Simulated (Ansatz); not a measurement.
# TaS2 (P-3m1) in Ansatz: further runs

Runs on TaS2. Level: PBEsol+U. Tasks: single point.

Program: Ansatz 0.2.0. These are calculated values, not measurements. Logs are shortened: lines on timing, memory, paths and dates and some standing lists are left out, and cuts for length are marked.

**1. Starting point**

It takes space group P-3m1 (No. 164, trigonal). Conventional cell: a = 3.350 Å, b = 3.350 Å, c = 5.860 Å, α = 90.00°, β = 90.00°, γ = 120.00°. Around Ta (site symmetry -3m) lie 6 S at 2.43 Å. Around S (site symmetry 3m) lie 3 Ta at 2.43 Å.

**2. Single point, PBEsol+U, collinear spin, ferromagnetic start**

input.yaml

```yaml
crystal:
  lattice:
    - [3.3500014, 0.0, 0.0]
    - [-1.6750007, 2.90118631, 0.0]
    - [0.0, 0.0, 5.85999874]
  atoms:
    - { symbol: Ta, position: [0.0, 0.0, 0.0], spin: 0.5 }
    - { symbol: S, position: [0.3333333333, 0.6666666667, 0.25] }
    - { symbol: S, position: [0.6666666667, 0.3333333333, 0.75] }
hamiltonian:
  xc: pbesol
  pseudopotentials: { kind: paw }
  hubbard: { sites: [{ species: Ta, l: d, u_eff: 5.0 }] }
magnetization:
  spin_polarized: true
kpoints:
  mp_grid: { grid: [7, 7, 3] }
scf:
  occupations: { method: gaussian, width: 0.05 }
output:
  forces: true
  stress: true
  eigenvalues: true
```

Potentials or basis: Ansatz PAW.

Command:

```sh
$ ansatz run input.yaml --threads 2 --pin off --max-ram 5632MiB --backend cpu --events-out ev --progress --plain --runs-dir out
```

What it wrote:

```text
Warning: RAYON_NUM_THREADS=2 ignored (pool sized by the plan → 2); use --threads N
Ta: projections on atomic orbitals take those of the free atom [Kr 4d10 4f14] 5s2 5p6 5d3 6s2, of charge +0.00 (hamiltonian.pseudopotentials.projection_atoms); the dataset's partial waves leave at most 6.0e-5 of an orbital's norm unspanned inside its sphere
S: projections on atomic orbitals take those of the free atom [Ne] 3s2 3p4, of charge +0.00 (hamiltonian.pseudopotentials.projection_atoms); the dataset's partial waves leave at most 1.6e-7 of an orbital's norm unspanned inside its sphere
Engine: ansatz 0.2.0, aarch64-unknown-linux-gnu
Pseudopotentials: kind: paw
Pseudopotential: Ta, paw, valence charge 13, recommended cutoff 420 eV (normal), Ta.paw.azcp
Pseudopotential: S, paw, valence charge 6, recommended cutoff 420 eV (normal), S.paw.azcp
Functional definition: PBEsol
  exchange = pbesol_x
  correlation = pbesol_c
Crystal: 3 atoms, lattice volume = 56.953 Å³
Basis set: ecut = 420 eV, 1135 PW (Γ), exchange–correlation on 48×48×80 points (8 copies of the dense FFT grid, shifted against one another)
Bands: 17, of which v1, the nominal top of the filled ones, is band 13 counted from 1 (12 counted from 0)
Symmetry: 12 space group operations
Space group: P-3m1 (ITA 164), of the structure as read, at distance tolerance 3.8e-5 Å
Magnetic group: BNS 164.85 (UNI 1315), of the structure as read, at distance tolerance 3.8e-5 Å
k-points: 20 of 147
Non-local potential: Ta, projectors of the file, l = 0: 3, l = 1: 2, l = 2: 2, l = 3: 1
Non-local potential: S, projectors of the file, l = 0: 2, l = 1: 2, l = 2: 2
PAW form: soft (Blöchl's): semilocal exchange-correlation on the pseudo side does not see the compensation charge
PAW frozen core: Ta, regenerated for the run's functional, and the local potential with it (the file was generated under x = pbe(κ = 0.804, μ = 0.2195149727645171), c = pbe(β = 0.06672455060314922))
PAW frozen core: S, regenerated for the run's functional, and the local potential with it (the file was generated under x = pbe(κ = 0.804, μ = 0.2195149727645171), c = pbe(β = 0.06672455060314922))
PAW one-centre angular grid: Ta, 590 points (default); XC on 64 Gauss nodes
PAW one-centre angular grid: S, 110 points (default); XC on 64 Gauss nodes
Initial density: superposition of atomic densities (chi_scale 0.1, normalization cell, long waves kept (reshape's long-wave potential 0.04 eV rms))
Starting moments: Σ|m| = 0.5 μB on 1 of 3 sites
Initial wavefunctions: pseudopotential atomic-orbital guess
Functional: x = pbesol(κ = 0.804, μ = 0.12345679012345678), c = pbesol(β = 0.046)
SCF iter   1: F=—  HF=-11573.995203 eV  |F-HF|=—  |Δ(HF+E_count)|=         —  Δρ=2.45e-2 (↑2.42e-2 ↓2.45e-2)  dr2=1.67e0  dr2_m=3.32e-2  M=0.491 μB ∫|m|=0.535 μB  β_m=0.30  ethr=3.10e-3  ⟨swp⟩=6.0  Hψ=4001  notcnv=0
preconditioner: auto → Kerker (q_TF=auto, 2.378 Å⁻¹)  [metal: Δε(μ)=0.029 eV  Ē_g=9.417 eV  σ=0.050 eV  W_gap=0.31  n_scr=10 (ndim 8)  ℏωp=20.3 eV  f_vac=0.000  D(μ)=2.37/eV (n_scr^D=22)]
spin=Collinear: Kerker preconditioning applied to the charge; magnetization (m = ρ↑ − ρ↓) channel mixes plain (no charge-response kernel on spin).
SCF iter   2: F=—  HF=-11573.823379 eV  |F-HF|=—  |Δ(HF+E_count)|=   1.72e-1  Δρ=1.81e-2 (↑1.69e-2 ↓1.81e-2)  dr2=1.02e0  dr2_m=1.68e-2  M=0.510 μB ∫|m|=0.562 μB  β_m=0.30  ethr=3.10e-3  ⟨swp⟩=1.4  Hψ=1029  notcnv=0  defer=2
SCF iter   3: F=—  HF=-11573.629048 eV  |F-HF|=—  |Δ(HF+E_count)|=   1.94e-1  Δρ=7.46e-3 (↑6.32e-3 ↓7.46e-3)  dr2=2.61e-1  dr2_m=8.88e-3  M=0.510 μB ∫|m|=0.584 μB  β_m=0.30  ethr=3.10e-3  ⟨swp⟩=2.0  Hψ=1122  notcnv=0  defer=2
SCF iter   4: F=—  HF=-11573.626055 eV  |F-HF|=—  |Δ(HF+E_count)|=   2.99e-3  Δρ=4.39e-3 (↑4.39e-3 ↓3.93e-3)  dr2=5.56e-2  dr2_m=5.11e-3  M=0.511 μB ∫|m|=0.594 μB  β_m=0.30  ethr=1.04e-3  ⟨swp⟩=2.2  Hψ=1036  notcnv=0  defer=14
SCF iter   5: F=—  HF=-11573.636960 eV  |F-HF|=—  |Δ(HF+E_count)|=   1.09e-2  Δρ=3.59e-3 (↑3.59e-3 ↓2.66e-3)  dr2=1.14e-2  dr2_m=3.02e-3  M=0.527 μB ∫|m|=0.612 μB  β_m=1.00  ethr=2.23e-4  ⟨swp⟩=2.2  Hψ=1033  notcnv=0  defer=14
SCF iter   6: F=—  HF=-11573.649807 eV  |F-HF|=—  |Δ(HF+E_count)|=   1.28e-2  Δρ=1.69e-3 (↑1.46e-3 ↓1.69e-3)  dr2=8.27e-4  dr2_m=9.85e-4  M=0.604 μB ∫|m|=0.698 μB  β_m=1.00  ethr=4.56e-5  ⟨swp⟩=2.0  Hψ=1166  notcnv=0  defer=14
SCF iter   7: F=—  HF=-11573.660545 eV  |F-HF|=—  |Δ(HF+E_count)|=   1.07e-2  Δρ=1.57e-3 (↑1.57e-3 ↓1.23e-3)  dr2=8.98e-4  dr2_m=8.53e-4  M=0.670 μB ∫|m|=0.774 μB  β_m=1.00  ethr=3.31e-6  ⟨swp⟩=2.1  Hψ=1105  notcnv=0  defer=14
SCF iter   8: F=—  HF=-11573.669838 eV  |F-HF|=—  |Δ(HF+E_count)|=   9.29e-3  Δρ=9.76e-4 (↑4.21e-4 ↓9.76e-4)  dr2=1.46e-3  dr2_m=1.24e-4  M=0.679 μB ∫|m|=0.803 μB  β_m=1.00  ethr=3.31e-6  ⟨swp⟩=2.2  Hψ=1237  notcnv=0  defer=14
SCF iter   9: F=—  HF=-11573.675201 eV  |F-HF|=—  |Δ(HF+E_count)|=   5.36e-3  Δρ=9.70e-4 (↑9.70e-4 ↓6.36e-4)  dr2=2.40e-4  dr2_m=3.19e-4  M=0.714 μB ∫|m|=0.848 μB  β_m=1.00  ethr=3.31e-6  ⟨swp⟩=2.3  Hψ=1127  notcnv=0  defer=14
SCF iter  10: F=—  HF=-11573.681249 eV  |F-HF|=—  |Δ(HF+E_count)|=   6.05e-3  Δρ=1.23e-3 (↑1.23e-3 ↓8.39e-4)  dr2=3.80e-4  dr2_m=5.36e-4  M=0.767 μB ∫|m|=0.909 μB  β_m=1.00  ethr=9.60e-7  ⟨swp⟩=2.3  Hψ=1164  notcnv=0  defer=14
SCF iter  11: F=—  HF=-11573.688008 eV  |F-HF|=—  |Δ(HF+E_count)|=   6.76e-3  Δρ=8.61e-4 (↑8.61e-4 ↓8.37e-4)  dr2=7.48e-5  dr2_m=3.62e-4  M=0.806 μB ∫|m|=0.961 μB  β_m=1.00  ethr=9.60e-7  ⟨swp⟩=2.2  Hψ=1248  notcnv=0  defer=14
SCF iter  12: F=—  HF=-11573.693762 eV  |F-HF|=—  |Δ(HF+E_count)|=   5.75e-3  Δρ=7.03e-4 (↑7.03e-4 ↓2.75e-4)  dr2=4.17e-4  dr2_m=1.02e-4  M=0.810 μB ∫|m|=0.985 μB  β_m=1.00  ethr=2.99e-7  ⟨swp⟩=2.7  Hψ=1346  notcnv=0  defer=14
SCF iter  13: F=—  HF=-11573.697363 eV  |F-HF|=—  |Δ(HF+E_count)|=   3.60e-3  Δρ=6.17e-4 (↑6.17e-4 ↓2.09e-4)  dr2=5.46e-4  dr2_m=4.91e-5  M=0.810 μB ∫|m|=1.001 μB  β_m=0.30  ethr=2.99e-7  ⟨swp⟩=2.4  Hψ=1155  notcnv=0  defer=14
Mixer restart at iter 13: flushing history
spin-set hold released at iteration 13 (site moments contracting): the magnetisation degrees of freedom join the quasi-Newton model from the next iteration; the mixer history was flushed
SCF iter  14: F=—  HF=-11573.699490 eV  |F-HF|=—  |Δ(HF+E_count)|=   2.13e-3  Δρ=6.03e-4 (↑6.03e-4 ↓2.46e-4)  dr2=3.16e-4  dr2_m=7.30e-5  M=0.810 μB ∫|m|=1.009 μB  β_m=0.61  ethr=2.99e-7  ⟨swp⟩=2.1  Hψ=983  notcnv=0  defer=14
SCF iter  15: F=—  HF=-11573.703050 eV  |F-HF|=—  |Δ(HF+E_count)|=   3.56e-3  Δρ=3.46e-4 (↑3.46e-4 ↓3.22e-4)  dr2=1.09e-5  dr2_m=5.51e-5  M=0.810 μB ∫|m|=1.042 μB  β_m=0.82  ethr=2.99e-7  ⟨swp⟩=2.8  Hψ=1260  notcnv=0  defer=14
SCF iter  16: F=—  HF=-11573.703234 eV  |F-HF|=—  |Δ(HF+E_count)|=   1.84e-4  Δρ=8.83e-5 (↑8.83e-5 ↓5.11e-5)  dr2=1.52e-6  dr2_m=1.98e-6  M=0.810 μB ∫|m|=1.054 μB  β_m=0.91  ethr=4.36e-8  ⟨swp⟩=3.0  Hψ=1363  notcnv=0  defer=14
SCF iter  17: F=—  HF=-11573.703253 eV  |F-HF|=—  |Δ(HF+E_count)|=   1.86e-5  Δρ=5.96e-5 (↑5.96e-5 ↓1.05e-5)  dr2=1.50e-6  dr2_m=4.75e-7  M=0.810 μB ∫|m|=1.057 μB  β_m=0.96  ethr=6.08e-9  ⟨swp⟩=2.4  Hψ=1195  notcnv=0  defer=15
SCF iter  18: F=—  HF=-11573.703268 eV  |F-HF|=—  |Δ(HF+E_count)|=   1.52e-5  Δρ=2.47e-5 (↑2.47e-5 ↓1.15e-5)  dr2=2.93e-7  dr2_m=1.19e-7  M=0.810 μB ∫|m|=1.057 μB  β_m=0.98  ethr=5.99e-9  ⟨swp⟩=2.8  Hψ=1233  notcnv=0  defer=15
iter 19 did not close the SCF: its close was put off for a magnetic moment that had not settled (scf_convergence_deferred on its scf_iter line)
SCF iter  19: F=-11573.703270 eV  HF=-11573.703270 eV  |F-HF|=2.70e-8  |Δ(HF+E_count)|=   1.66e-6  Δρ=4.11e-6 (↑4.11e-6 ↓3.65e-6)  dr2=5.92e-9  dr2_m=5.61e-9  M=0.810 μB ∫|m|=1.057 μB  β_m=0.99  ethr=4.00e-10  ⟨swp⟩=5.6  Hψ=3214  notcnv=0
SCF iter  20: F=-11573.703270 eV  HF=-11573.703270 eV  |F-HF|=5.64e-10  |Δ(HF+E_count)|=   6.50e-8  Δρ=9.57e-7 (↑7.51e-7 ↓9.57e-7)  dr2=9.80e-10  dr2_m=2.16e-10  M=0.810 μB ∫|m|=1.057 μB  ethr=2.37e-11  ⟨swp⟩=1.8  Hψ=2311  notcnv=0
SCF 1 converged in 20 iterations: F = -11573.703270 eV  dr2 = 9.80e-10
Symmetry: 4 space group operations
k-points: 44 of 147
Initial density: read from a saved state, or passed on in memory by an earlier SCF of this step, an earlier step, the calling program or the single point that the run made first
Starting moments: Σ|m| = 0.5 μB on 1 of 3 sites; this step starts from the density that it was given
SCF iter   1: F=—  HF=-11573.364097 eV  |F-HF|=—  |Δ(HF+E_count)|=         —  Δρ=2.55e-2 (↑2.55e-2 ↓7.22e-4)  dr2=2.59e-1  dr2_m=8.39e-2  M=0.862 μB ∫|m|=0.899 μB  ethr=4.00e-6  ⟨swp⟩=1.0  Hψ=13211  notcnv=0
preconditioner: auto → Kerker (q_TF=auto, 2.378 Å⁻¹)  [metal: Δε(μ)=0.014 eV  Ē_g=9.462 eV  σ=0.050 eV  W_gap=0.16  n_scr=10 (ndim 8)  ℏωp=20.3 eV  f_vac=0.009  D(μ)=1.24/eV (n_scr^D=2)]
spin=Collinear: Kerker preconditioning applied to the charge; magnetization (m = ρ↑ − ρ↓) channel mixes plain (no charge-response kernel on spin).
SCF iter   2: F=—  HF=-11573.669288 eV  |F-HF|=—  |Δ(HF+E_count)|=         —  Δρ=2.21e-3 (↑2.21e-3 ↓1.07e-3)  dr2=6.12e-3  dr2_m=3.78e-4  M=0.719 μB ∫|m|=0.789 μB  ethr=4.00e-6  ⟨swp⟩=1.0  Hψ=10057  notcnv=0
preconditioner: auto → none  [insulator: Δε(μ)=0.081 eV  Ē_g=9.222 eV  σ=0.050 eV  W_gap=0.63  n_scr=10 (ndim 8)  ℏωp=20.3 eV  f_vac=0.009  D(μ)=0.70/eV (n_scr^D=2)  ε∞_Penn≈5.8]
SCF iter   3: F=—  HF=-11573.679893 eV  |F-HF|=—  |Δ(HF+E_count)|=   1.06e-2  Δρ=4.86e-4 (↑4.86e-4 ↓3.54e-4)  dr2=1.64e-4  dr2_m=4.88e-5  M=0.736 μB ∫|m|=0.839 μB  ethr=4.00e-6  ⟨swp⟩=1.0  Hψ=4806  notcnv=0
SCF iter   4: F=—  HF=-11573.703257 eV  |F-HF|=—  |Δ(HF+E_count)|=   2.34e-2  Δρ=1.84e-4 (↑1.84e-4 ↓1.97e-5)  dr2=2.12e-5  dr2_m=4.09e-6  M=0.810 μB ∫|m|=1.055 μB  ethr=6.54e-7  ⟨swp⟩=1.0  Hψ=4789  notcnv=0
SCF iter   5: F=—  HF=-11573.703269 eV  |F-HF|=—  |Δ(HF+E_count)|=   1.24e-5  Δρ=2.63e-5 (↑2.63e-5 ↓1.44e-5)  dr2=1.07e-6  dr2_m=5.57e-8  M=0.810 μB ∫|m|=1.057 μB  ethr=8.48e-8  ⟨swp⟩=1.0  Hψ=4286  notcnv=0
SCF iter   6: F=—  HF=-11573.703270 eV  |F-HF|=—  |Δ(HF+E_count)|=   8.02e-7  Δρ=3.71e-6 (↑2.80e-6 ↓3.71e-6)  dr2=2.53e-8  dr2_m=1.65e-9  M=0.810 μB ∫|m|=1.057 μB  ethr=4.00e-10  ⟨swp⟩=1.7  Hψ=4308  notcnv=0
SCF iter   7: F=-11573.703270 eV  HF=-11573.703270 eV  |F-HF|=7.39e-10  |Δ(HF+E_count)|=   2.14e-9  Δρ=6.33e-7 (↑5.13e-7 ↓6.33e-7)  dr2=9.88e-10  dr2_m=3.25e-11  M=0.810 μB ∫|m|=1.057 μB  ethr=1.01e-10  ⟨swp⟩=1.0  Hψ=4003  notcnv=0
SCF iter   8: F=-11573.703270 eV  HF=-11573.703270 eV  |F-HF|=7.33e-10  |Δ(HF+E_count)|=  9.09e-12  Δρ=6.32e-7 (↑5.17e-7 ↓6.32e-7)  dr2=9.85e-10  dr2_m=3.38e-11  M=0.810 μB ∫|m|=1.057 μB  ethr=3.95e-12  ⟨swp⟩=1.0  Hψ=4935  notcnv=0
SCF 2 converged in 8 iterations: F = -11573.703270 eV  dr2 = 9.85e-10
an SCF from another whole filling of 1 corrected shell (1 electron), with 8 of the crystal's symmetry operations given up (44 k-points in place of 20), reached no lower state that the run goes on to. This is no proof of a minimum. Whole fillings of corrected shells: 1 of 1 tried, 0 with no close
Initial wavefunctions: those read from a saved state, or passed on in memory by an earlier step or the calling program
iter 1 solved again at ethr=3.92e-12 eV; its pass at ethr=4.00e-6 eV (dr2=9.81e-10 eV) is discarded
SCF iter   1: F=—  HF=-11573.703270 eV  |F-HF|=—  |Δ(HF+E_count)|=         —  Δρ=9.58e-7 (↑7.52e-7 ↓9.58e-7)  dr2=9.81e-10  dr2_m=2.17e-10  M=0.810 μB ∫|m|=1.057 μB  ethr=3.92e-12  ⟨swp⟩=1.0  Hψ=9488  notcnv=0
preconditioner: auto → none  [insulator: Δε(μ)=0.140 eV  Ē_g=9.186 eV  σ=0.050 eV  W_gap=0.67  n_scr=10 (ndim 8)  ℏωp=20.3 eV  f_vac=0.009  D(μ)=0.42/eV (n_scr^D=2)  ε∞_Penn≈5.9]
SCF iter   2: F=—  HF=-11573.703264 eV  |F-HF|=—  |Δ(HF+E_count)|=   6.01e-6  Δρ=3.52e-5 (↑3.52e-5 ↓2.95e-5)  dr2=2.90e-6  dr2_m=1.19e-7  M=0.810 μB ∫|m|=1.057 μB  ethr=4.00e-6  ⟨swp⟩=1.0  Hψ=7112  notcnv=0
SCF iter   3: F=—  HF=-11573.703270 eV  |F-HF|=—  |Δ(HF+E_count)|=   5.96e-6  Δρ=5.86e-6 (↑5.86e-6 ↓4.81e-6)  dr2=1.63e-7  dr2_m=1.68e-9  M=0.810 μB ∫|m|=1.057 μB  ethr=2.22e-8  ⟨swp⟩=1.0  Hψ=3344  notcnv=0
SCF iter   4: F=-11573.703270 eV  HF=-11573.703270 eV  |F-HF|=3.09e-11  |Δ(HF+E_count)|=   5.24e-8  Δρ=2.61e-7 (↑2.61e-7 ↓2.10e-7)  dr2=8.41e-11  dr2_m=1.35e-11  M=0.810 μB ∫|m|=1.057 μB  ethr=4.00e-10  ⟨swp⟩=1.0  Hψ=3344  notcnv=0
an SCF along what the orbitals of the run's state read of its open shells (or to have them read: on a GPU, or by another smearing), with 8 of the crystal's symmetry operations given up (44 k-points in place of 20), reached no lower state that the run goes on to. This is no proof of a minimum
SCF converged after 20 iterations
Magnetization: 0.8095 μB (12.9048 up, 12.0952 down)
Absolute magnetization: 1.0570 μB (∫|ρ↑−ρ↓|, with the PAW one-centre terms)
Spin contamination: 0.0539 ħ² per cell (⟨S²⟩ above its minimum at these occupations)
Per-site moments (μB) at R_I (Å): [(0.4886309121674359, 1.0008597021489294), (-0.043975780326570214, 1.0008597021489294), (-0.04397578032657027, 1.0008597021489294)]
Free energy (F): -11573.703270 eV
Harris-Foulkes:  -11573.703270 eV  (|F-HF|=5.64e-10)
Internal energy: -11573.702740 eV  (E = F + TS)
E sigma→0 (E₀):  -11573.703005 eV
Entropy (-TS):   -0.000530 eV (-0.177 meV/atom)
Fermi energy:    10.939940 eV
--- Per-component energies (eV) ---
  E_band       = -187.919812
  E_kinetic    = 584.135064
  E_local      = -1417.561098  (includes V_loc(G=0)·N_el)
  E_nonlocal   = 74.499593
  E_hartree    = 537.976423
  E_xc         = -411.284961
  E_vxc        = -381.175240  (∫ρ·V_xc dr)
  E_hubbard    = 5.502041  (on-site DFT+U / exact-exchange correction)
  E_vhub       = 1.597491  (the Hubbard potential's part of the band-sum identity)
  E_paw        = -9441.097568  (= ΣΔE_a)
  E_vpaw       = -125.367903  (= ΣTr[D̂ρ^β])
  E_aug_tail   = 0.000128  (compensation charges beyond the density's cutoff)
  E_ewald      = -1506.209906
  E_core_change = 0.337545  (= ΣΔE_core)
  E_smearing   = -0.000530  (= −TS)
  E_closure    = -0.000000  (closes the sum)
  Σ components = -11573.703270   (vs F -11573.703270, Δ=0.00e0)
--- Forces (eV/Å), atoms counted from 1 ---
  atom   1  Ta     0.00000000     0.00000000     0.00000000
  atom   2  S      0.00000000     0.00000000     1.09687181
  atom   3  S      0.00000000    -0.00000000    -1.09687181
  max |Σ_I F_I| component: 2.22e-16 eV/Å
--- Stress (GPa, compression-positive) ---
        8.967313       0.000000       0.000000
        0.000000       8.967313      -0.000000
        0.000000      -0.000000       9.456331
  P = ⅓ Tr σ = 9.1303 GPa (91.303 kbar)
--- Band table (eV; the first three rows and the last of 40) ---
  k-point 0 ↑: bands = ["-58.5294", "-25.0891", "-25.0450", "-25.0450", "-4.5328", "-2.3405", "3.5212", "6.4465", "6.4465", "9.3678", "9.9392", "9.9392", "9.9479", "9.9479", "10.5434", "14.8074", "14.8074"]
  k-point 1 ↑: bands = ["-58.5293", "-25.0892", "-25.0450", "-25.0450", "-4.3520", "-2.7081", "4.3483", "6.4676", "6.4676", "7.6416", "9.8347", "9.8347", "9.9309", "9.9309", "11.4218", "15.1145", "15.1145"]
  k-point 2 ↑: bands = ["-58.5269", "-25.1032", "-25.0780", "-25.0582", "-4.2090", "-2.3451", "3.8989", "5.9729", "6.6034", "7.8986", "8.7556", "9.4753", "10.0793", "11.1934", "11.2158", "14.3317", "14.7730"]
  k-point 19 ↓: bands = ["-58.2188", "-24.8932", "-24.8142", "-24.5551", "-2.3212", "-2.1772", "4.8377", "5.4420", "6.0002", "6.7748", "7.2800", "7.5463", "12.7446", "12.8944", "14.2206", "14.9288", "16.2887"]
Occupation matrices written to <dir>
```

It took 31 s on 2 threads of Arm Neoverse V2, shared host; peak memory 0.5 GiB.

Results:

```
Free energy            : -11573.7033 eV
Pressure               : 9.1 GPa
Largest force          : 1.097 eV/Å
Band gap on the k mesh : none (metal or under the smearing width)
Net moment             : 0.81 μB per cell
Absolute moment        : 1.06 μB per cell
Site moments           : Ta +0.49; S -0.04 μB
```

Forces on the atoms (eV/Å):
```
Ta   0.000  0.000  0.000
S    0.000  0.000  1.097
S    0.000  0.000 -1.097
```

Stress tensor (GPa, compression positive):
```
8.97 0.00 0.00
0.00 8.97 0.00
0.00 0.00 9.46
```

Eigenvalues of the final occupation matrices:
```
  site  spin  trace               eigenvalues
site 1     1   2.34  0.40 0.40 0.48 0.53 0.53
site 1     2   1.42  0.20 0.21 0.21 0.40 0.40
```

Caveat: the magnetic or orbital state may not be the lowest; this functional lacks dispersion, which binds the layers, so the pressure and a relaxed spacing across them are unreliable; the PAW data sets come from PBE, with cores solved anew for the run's functional, which leaves a small shift of forces and pressure; forces of over 1 eV/Å show positions far from the minimum, so gaps and moduli don't describe the material at rest. The state reached can hang on the start; a lower one may exist.

**3. Single point, PBEsol+U, collinear spin, ferromagnetic start**

Edit input.yaml of step 2 so:

```diff
@@ -12,3 +12,3 @@
   pseudopotentials: { kind: paw }
-  hubbard: { sites: [{ species: Ta, l: d, u_eff: 5.0 }] }
+  hubbard: { sites: [{ species: Ta, l: d, u_eff: 8.0 }] }
 magnetization:
@@ -23 +23,5 @@
   eigenvalues: true
+  write_density: true
+  write_potential: true
+  elf: true
+  volumetric_format: npy
```

Potentials or basis: Ansatz PAW.

Command:

```sh
$ ansatz run input.yaml --threads 2 --pin off --max-ram 5632MiB --backend cpu --events-out ev --progress --plain --runs-dir out
```

It took 33 s on 2 threads of Arm Neoverse V2, shared host; peak memory 0.5 GiB.

The run converged. Its results:

```yaml
Free_energy: -11570.8401 eV
Pressure: 18.3 GPa
Largest_force: 1.321 eV/Å
Band_gap_on_the_k_mesh: 1.39 eV, indirect (least direct gap 1.63 eV)
Net_moment: 1.00 μB per cell
Absolute_moment: 1.21 μB per cell
Site_moments: Ta +0.60; S -0.02 μB
```

Forces in eV/Å, atoms in the order of the input:
```
Ta   0.000  0.000  0.000
S    0.000  0.000  1.321
S    0.000  0.000 -1.321
```

Stress tensor (GPa, compression positive):
```
21.54  0.00  0.00
 0.00 21.54  0.00
 0.00  0.00 11.94
```

Levels at points of the mesh, in eV from the valence-band top:
Spin up:
```csv
k point,band 9,band 10,band 11,band 12,band 13,band 14,band 15,band 16,band 17
"(0.00, 0.00, 0.00)",-3.77,-1.65,-0.79,-0.21,-0.21,1.42,1.42,4.57,4.57
```
Spin down:
```
           k point  band 10  band 11  band 12  band 13  band 14  band 15
(0.00, 0.00, 0.00)    -0.75    -0.25    -0.25     2.67     2.67     3.03
```

Eigenvalues of the final occupation matrices:
| site | spin | trace | eigenvalues |
| --- | --- | --- | --- |
| site 1 | 1 | 2.29 | 0.24 0.24 0.44 0.44 0.92 |
| site 1 | 2 | 1.24 | 0.12 0.16 0.16 0.40 0.40 |

Caveat: the magnetic or orbital state may not be the lowest; odd divisions of the mesh miss points on the zone boundary, where band edges often lie, so the gap on the mesh can be too wide; spin-orbit coupling is left out, which moves the levels of the heavy elements; this functional lacks dispersion, which binds the layers, so the pressure and a relaxed spacing across them are unreliable; the PAW data sets come from PBE, with cores solved anew for the run's functional, which leaves a small shift of forces and pressure; forces of over 1 eV/Å show positions far from the minimum, so gaps and moduli don't describe the material at rest. A k mesh can miss the band edges.
